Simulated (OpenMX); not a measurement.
# NbAs (I4_1md) in OpenMX: a series of runs, part 2 of 2

OpenMX 3.8.5.

### 3 Band structure, PBE, non-collinear spin, zero start, spin-orbit coupling

NbAs.dat

```
System.CurrrentDirectory             ./
System.Name                          NbAs
DATA.PATH                            ./DFT_DATA13
level.of.stdout                      1
level.of.fileout                     0
Species.Number                       2
<Definition.of.Atomic.Species
  Nb  Nb7.0-s3p2d2           Nb_PBE13
  As  As7.0-s3p2d2           As_PBE13
Definition.of.Atomic.Species>

Atoms.Number                         4
Atoms.SpeciesAndCoordinates.Unit     FRAC
<Atoms.SpeciesAndCoordinates
    1  Nb    0.5000000000    0.0000000000    0.5000000000   6.500  6.500     0.00    0.00    0.00    0.00  0  off
    2  Nb    0.7500000000    0.7500000000    0.0000000000   6.500  6.500     0.00    0.00    0.00    0.00  0  off
    3  As    0.9160000000    0.4160000000    0.5000000000   7.500  7.500     0.00    0.00    0.00    0.00  0  off
    4  As    0.1660000000    0.1660000000    0.0000000000   7.500  7.500     0.00    0.00    0.00    0.00  0  off
Atoms.SpeciesAndCoordinates>

Atoms.UnitVectors.Unit               Ang
<Atoms.UnitVectors
    -1.7258500000    1.7258500000    5.8400000000
     1.7258500000   -1.7258500000    5.8400000000
     1.7258500000    1.7258500000   -5.8400000000
Atoms.UnitVectors>

scf.XcType                           GGA-PBE
scf.SpinPolarization                 nc
scf.SpinOrbit.Coupling               on
scf.ElectronicTemperature            580.226
scf.energycutoff                     500.0
scf.maxIter                          100
scf.EigenvalueSolver                 band
scf.Kgrid                            9 9 9
scf.Mixing.Type                      rmm-diisk
scf.Init.Mixing.Weight               0.05
scf.Min.Mixing.Weight                0.001
scf.Max.Mixing.Weight                0.3
scf.Mixing.History                   25
scf.Mixing.StartPulay                8
scf.criterion                        1.0e-7
MD.Type                              nomd
Band.dispersion                      on
Band.Nkpath                          11
<Band.kpath
   21   0.000000  0.000000  0.000000   -0.500000  0.500000  0.000000  G X
    4  -0.500000  0.500000  0.000000   -0.500000  0.500000 -0.043667  X Y
   13  -0.500000  0.500000 -0.043667   -0.271833  0.271833 -0.271833  Y S
   16  -0.271833  0.271833 -0.271833    0.000000  0.000000  0.000000  S G
    9   0.000000  0.000000  0.000000    0.500000  0.500000 -0.500000  G Z
   13   0.500000  0.500000 -0.500000    0.271833  0.728167 -0.728167  Z S1
    4   0.271833  0.728167 -0.728167    0.000000  0.500000 -0.500000  S1 N
   15   0.000000  0.500000 -0.500000   -0.250000  0.750000 -0.250000  N P
    5  -0.250000  0.750000 -0.250000    0.043667  0.956333 -0.500000  P Y1
   19   0.043667  0.956333 -0.500000    0.500000  0.500000 -0.500000  Y1 Z
    4  -0.500000  0.500000  0.000000   -0.250000  0.750000 -0.250000  X P
Band.kpath>
```

Potentials or basis: OpenMX 2013 PBE set, Nb7.0-s3p2d2, As7.0-s3p2d2, grid cutoff 500 Ry.

The run is started by

```bash
> openmx NbAs.dat -nt 1 > NbAs.std
```

It took 19 min on 1 thread of Arm Neoverse V1, shared host; peak memory 1 GiB.

The run converged. Its results:

| Property | Result |
| --- | --- |
| Band gap along the path | none (metal or under the smearing width) |
| Net moment | 0.00 μB per cell |
| Mulliken charges | Nb +0.48; As -0.48 e |

Levels at the corners of the path, in eV from the Fermi level:
| point | band 52 | band 53 | band 54 | band 55 | band 56 | band 57 | band 58 | band 59 | band 60 | band 61 |
| --- | --- | --- | --- | --- | --- | --- | --- | --- | --- | --- |
| Γ | -1.69 | -1.44 | -1.44 | -1.30 | -1.30 | 0.67 | 0.67 | 1.26 | 1.26 | 2.44 |
| X | -2.78 | -0.53 | -0.53 | -0.52 | -0.52 | 2.32 | 2.32 | 2.33 | 2.33 | 2.63 |
| Y | -2.75 | -0.57 | -0.57 | -0.56 | -0.56 | 2.21 | 2.21 | 2.23 | 2.23 | 2.65 |
| S | -2.07 | -1.47 | -1.45 | -0.20 | -0.15 | 0.16 | 0.25 | 1.43 | 1.45 | 1.95 |
| Γ | -1.69 | -1.44 | -1.44 | -1.30 | -1.30 | 0.67 | 0.67 | 1.26 | 1.26 | 2.44 |
| Z | -2.57 | -0.48 | -0.48 | -0.48 | -0.48 | 0.94 | 0.94 | 0.94 | 0.94 | 1.94 |
| S1 | -2.07 | -1.47 | -1.45 | -0.20 | -0.15 | 0.16 | 0.25 | 1.43 | 1.45 | 1.95 |
| N | -1.89 | -1.40 | -1.40 | -0.04 | -0.04 | 0.03 | 0.03 | 1.18 | 1.18 | 2.07 |
| P | -2.78 | -0.52 | -0.52 | -0.50 | -0.48 | 2.33 | 2.33 | 2.34 | 2.35 | 2.59 |
| Y1 | -2.76 | -0.57 | -0.57 | -0.56 | -0.56 | 2.21 | 2.21 | 2.23 | 2.23 | 2.65 |
| Z|X | -2.57 | -0.48 | -0.48 | -0.48 | -0.48 | 0.94 | 0.94 | 0.94 | 0.94 | 1.94 |
| P | -2.78 | -0.52 | -0.52 | -0.50 | -0.48 | 2.33 | 2.33 | 2.34 | 2.35 | 2.59 |

Caveat: Mulliken charges move with the basis; total energies with and without spin-orbit coupling shouldn't be compared in this program; the real-space grid is too coarse here: the forces don't sum to zero and aren't listed, and the energy moves when atoms move against the grid; the basis of atomic orbitals isn't converged, which shifts pressures, moduli and gaps.

### 4 Band structure, PBE

NbAs.dat

```
System.CurrrentDirectory             ./
System.Name                          NbAs
DATA.PATH                            ./DFT_DATA13
level.of.stdout                      1
level.of.fileout                     0
Species.Number                       2
<Definition.of.Atomic.Species
  Nb  Nb7.0-s3p2d1           Nb_PBE13
  As  As7.0-s3p2d1           As_PBE13
Definition.of.Atomic.Species>

Atoms.Number                         4
Atoms.SpeciesAndCoordinates.Unit     FRAC
<Atoms.SpeciesAndCoordinates
    1  Nb    0.5000000000    0.0000000000    0.5000000000   6.500  6.500
    2  Nb    0.7500000000    0.7500000000    0.0000000000   6.500  6.500
    3  As    0.9160000000    0.4160000000    0.5000000000   7.500  7.500
    4  As    0.1660000000    0.1660000000    0.0000000000   7.500  7.500
Atoms.SpeciesAndCoordinates>

Atoms.UnitVectors.Unit               Ang
<Atoms.UnitVectors
    -1.7258500000    1.7258500000    5.8400000000
     1.7258500000   -1.7258500000    5.8400000000
     1.7258500000    1.7258500000   -5.8400000000
Atoms.UnitVectors>

scf.XcType                           GGA-PBE
scf.SpinPolarization                 off
scf.ElectronicTemperature            580.226
scf.energycutoff                     500.0
scf.maxIter                          100
scf.EigenvalueSolver                 band
scf.Kgrid                            11 11 11
scf.Mixing.Type                      rmm-diisk
scf.Init.Mixing.Weight               0.05
scf.Min.Mixing.Weight                0.001
scf.Max.Mixing.Weight                0.3
scf.Mixing.History                   25
scf.Mixing.StartPulay                8
scf.criterion                        1.0e-8
scf.stress.tensor                    on
MD.Type                              nomd
Band.dispersion                      on
Band.Nkpath                          11
<Band.kpath
   10   0.000000  0.000000  0.000000   -0.500000  0.500000  0.000000  G X
    4  -0.500000  0.500000  0.000000   -0.500000  0.500000 -0.043667  X Y
    7  -0.500000  0.500000 -0.043667   -0.271833  0.271833 -0.271833  Y S
    8  -0.271833  0.271833 -0.271833    0.000000  0.000000  0.000000  S G
    4   0.000000  0.000000  0.000000    0.500000  0.500000 -0.500000  G Z
    7   0.500000  0.500000 -0.500000    0.271833  0.728167 -0.728167  Z S1
    4   0.271833  0.728167 -0.728167    0.000000  0.500000 -0.500000  S1 N
    7   0.000000  0.500000 -0.500000   -0.250000  0.750000 -0.250000  N P
    4  -0.250000  0.750000 -0.250000    0.043667  0.956333 -0.500000  P Y1
    9   0.043667  0.956333 -0.500000    0.500000  0.500000 -0.500000  Y1 Z
    4  -0.500000  0.500000  0.000000   -0.250000  0.750000 -0.250000  X P
Band.kpath>
```

Potentials or basis: OpenMX 2013 PBE set, Nb7.0-s3p2d1, As7.0-s3p2d1, grid cutoff 500 Ry.

The run is started by

```bash
> openmx NbAs.dat -nt 1 > NbAs.std
```

NbAs.out:

```text
Required cutoff energy (Ryd) for 3D-grids = 500.0000
      Used cutoff energy (Ryd) for 3D-grids = 510.7681, 510.7681, 475.0791
  Num. of grids of a-, b-, and c-axes = 45, 45, 32

  Num.Grid1.    45
  Num.Grid2.    45
  Num.Grid3.    32

  Cell_Volume =    469.543074712305 (Bohr^3)
  GridVol     =      0.007246035104 (Bohr^3)
  Cell vectors (bohr) of the grid cell (gtv)
    gtv_a = -0.072475191053,  0.072475191053,  0.245244439407
    gtv_b =  0.072475191053, -0.072475191053,  0.245244439407
    gtv_c =  0.101918237418,  0.101918237418, -0.344874992916
    |gtv_a| =  0.265800943746
    |gtv_b| =  0.265800943746
    |gtv_c| =  0.373782577143

***********************************************************

***********************************************************
                  SCF history at MD= 1
***********************************************************

   SCF=   1  NormRD=  1.000000000000  Uele= -62.457141393501
   SCF=   2  NormRD=  0.443557921208  Uele= -62.518498514276
   SCF=   3  NormRD=  0.408353440709  Uele= -62.583058108737
   SCF=   4  NormRD=  0.259267287890  Uele= -62.873210610021
   SCF=   5  NormRD=  0.173515966946  Uele= -63.067798597417
   SCF=   6  NormRD=  0.118026743056  Uele= -63.195470689902
   SCF=   7  NormRD=  0.081001421291  Uele= -63.278608501983
   SCF=   8  NormRD=  0.055976922597  Uele= -63.332608334240
   SCF=   9  NormRD=  0.003252805208  Uele= -63.435607738262
   SCF=  10  NormRD=  0.000605740535  Uele= -63.432548947732
   SCF=  11  NormRD=  0.000356644907  Uele= -63.432652928439
   SCF=  12  NormRD=  0.000443441261  Uele= -63.432570044922
   SCF=  13  NormRD=  0.000041507472  Uele= -63.432565562295
   SCF=  14  NormRD=  0.000001067788  Uele= -63.432561758134
   SCF=  15  NormRD=  0.000000236014  Uele= -63.432561545123
   SCF=  16  NormRD=  0.000000138625  Uele= -63.432561612149
   SCF=  17  NormRD=  0.000000033104  Uele= -63.432561611940

***********************************************************
        Total energy (Hartree) at MD = 1
[... 140 lines left out ...]
    3   -1.52816467867559  -1.52816467867559
    4   -1.52769818428508  -1.52769818428508
    5   -1.52585108391171  -1.52585108391171
    6   -1.52569854621040  -1.52569854621040
[... 27 lines left out ...]
   34   -0.05642839005104  -0.05642839005104
   35   -0.05609055089962  -0.05609055089962
   [... 21 higher levels ...]

***********************************************************
                   Mulliken populations
***********************************************************

  Total spin moment (muB)   0.000000000

                    Up spin      Down spin     Sum           Diff
      1   Nb      6.490582863  6.490582863  12.981165725   0.000000000
      2   Nb      6.490588188  6.490588188  12.981176376   0.000000000
      3   As      7.509417762  7.509417762  15.018835524   0.000000000
      4   As      7.509411187  7.509411187  15.018822374   0.000000000

 Sum of MulP: up   =    28.00000 down          =    28.00000
              total=    56.00000 ideal(neutral)=    56.00000

  Decomposed Mulliken populations

    1   Nb          Up spin      Down spin     Sum           Diff
            multiple
  s           0    1.000403140  1.000403140   2.000806280   0.000000000
   sum over m      1.000403140  1.000403140   2.000806280   0.000000000
  s           1    0.162222510  0.162222510   0.324445020   0.000000000
   sum over m      0.162222510  0.162222510   0.324445020   0.000000000
  s           2    0.004873677  0.004873677   0.009747355   0.000000000
   sum over m      0.004873677  0.004873677   0.009747355   0.000000000
   sum over m+mul  1.167499327  1.167499327   2.334998654   0.000000000
  px          0    0.996826898  0.996826898   1.993653796   0.000000000
  py          0    0.996553370  0.996553370   1.993106740   0.000000000
  pz          0    0.996674783  0.996674783   1.993349565   0.000000000
   sum over m      2.990055051  2.990055051   5.980110101   0.000000000
  px          1    0.105614044  0.105614044   0.211228088   0.000000000
  py          1    0.082280029  0.082280029   0.164560058   0.000000000
  pz          1    0.097332446  0.097332446   0.194664892   0.000000000
[... 74 lines left out ...]
   sum over m      1.644509133  1.644509133   3.289018266   0.000000000
  px          1   -0.003990447 -0.003990447  -0.007980895   0.000000000
  py          1    0.003657176  0.003657176   0.007314351   0.000000000
  pz          1   -0.004481333 -0.004481333  -0.008962666   0.000000000
   sum over m     -0.004814605 -0.004814605  -0.009629210   0.000000000
   sum over m+mul  1.639694528  1.639694528   3.279389057   0.000000000
  d3z^2-r^2   0    0.999714084  0.999714084   1.999428168   0.000000000
  dx^2-y^2    0    0.999692746  0.999692746   1.999385493   0.000000000
  dxy         0    0.999552205  0.999552205   1.999104410   0.000000000
  dxz         0    0.999793357  0.999793357   1.999586713   0.000000000
  dyz         0    0.999505441  0.999505441   1.999010881   0.000000000
   sum over m      4.998257833  4.998257833   9.996515666   0.000000000
   sum over m+mul  4.998257833  4.998257833   9.996515666   0.000000000

***********************************************************
       xyz-coordinates (Ang) and forces (Hartree/Bohr)
***********************************************************

<coordinates.forces
  4
    1    Nb     0.00000   1.72585   0.00000  -0.000476059055 -0.000347348728 -0.009961749804
    2    Nb     0.00000   0.00000   8.76000  -0.000412710582 -0.000545551945 -0.009962912062
    3    As    -0.00000   1.72585   4.85888   0.005346417892 -0.001578499780  0.009707867692
    4    As     0.00000  -0.00000   1.93888   0.002511953839  0.002104094391  0.008043318042
coordinates.forces>

***********************************************************
       Fractional coordinates of the final structure
***********************************************************

     1     Nb     0.50000000000000  -0.00000000000000   0.50000000000000
     2     Nb     0.75000000000000   0.75000000000000  -0.00000000000000
     3     As     0.91600000000000   0.41600000000000   0.50000000000000
     4     As     0.16600000000000   0.16600000000000  -0.00000000000000
```

It took 3.2 min on 1 thread of Arm Neoverse V1, shared host; peak memory 0.61 GiB.

Results:

```yaml
Pressure: 13.3 GPa
Band_gap_along_the_path: none (metal or under the smearing width)
Mulliken_charges: Nb +0.02; As -0.02 e
```

Levels at the corners of the path, in eV from the Fermi level:
```csv
point,band 26,band 27,band 28,band 29,band 30,band 31
Γ,-1.80,-1.54,-1.54,0.70,1.19,2.47
X,-2.98,-0.56,-0.55,2.17,2.18,2.62
Y,-2.95,-0.60,-0.60,2.09,2.09,2.64
S,-2.19,-1.45,-0.11,0.13,1.43,1.82
Γ,-1.80,-1.54,-1.54,0.70,1.19,2.47
Z,-2.53,-0.68,-0.68,0.94,0.94,1.85
S1,-2.19,-1.45,-0.11,0.13,1.43,1.82
N,-1.98,-1.38,-0.14,0.06,1.20,1.92
P,-3.01,-0.54,-0.53,2.18,2.18,2.58
Y1,-2.96,-0.59,-0.59,2.09,2.09,2.64
Z|X,-2.53,-0.68,-0.68,0.94,0.94,1.85
P,-3.01,-0.54,-0.53,2.18,2.18,2.58
```

Caveat: Mulliken charges move with the basis; the real-space grid is too coarse here: the forces don't sum to zero and aren't listed, and the energy moves when atoms move against the grid; the basis of atomic orbitals isn't converged, which shifts pressures, moduli and gaps.

### 5 Summary

```csv
potentials or basis,spin,k mesh,SCF threshold,pressure (GPa)
"OpenMX 2013 PBE set, Nb7.0-s3p2d2, As7.0-s3p2d2, grid cutoff 500 Ry",off,11 × 11 × 11,1e-08 Ha,9.8
"OpenMX 2013 PBE set, Nb7.0-s3p2d2, As7.0-s3p2d2, grid cutoff 500 Ry","non-collinear, zero start, SOC",9 × 9 × 9,1e-07 Ha,-
"OpenMX 2013 PBE set, Nb7.0-s3p2d1, As7.0-s3p2d1, grid cutoff 500 Ry",off,11 × 11 × 11,1e-08 Ha,13.3
```

Alike in all rows: task band structure; level PBE; cell as given; smearing fermi-dirac 0.05 eV.

Caveats: the real-space grid is too coarse here: the forces don't sum to zero and aren't listed, and the energy moves when atoms move against the grid; the basis of atomic orbitals isn't converged, which shifts pressures, moduli and gaps; total energies with and without spin-orbit coupling shouldn't be compared in this program (some runs).

Total energies depend on the potentials used, so only differences within one code and one set of settings carry meaning.
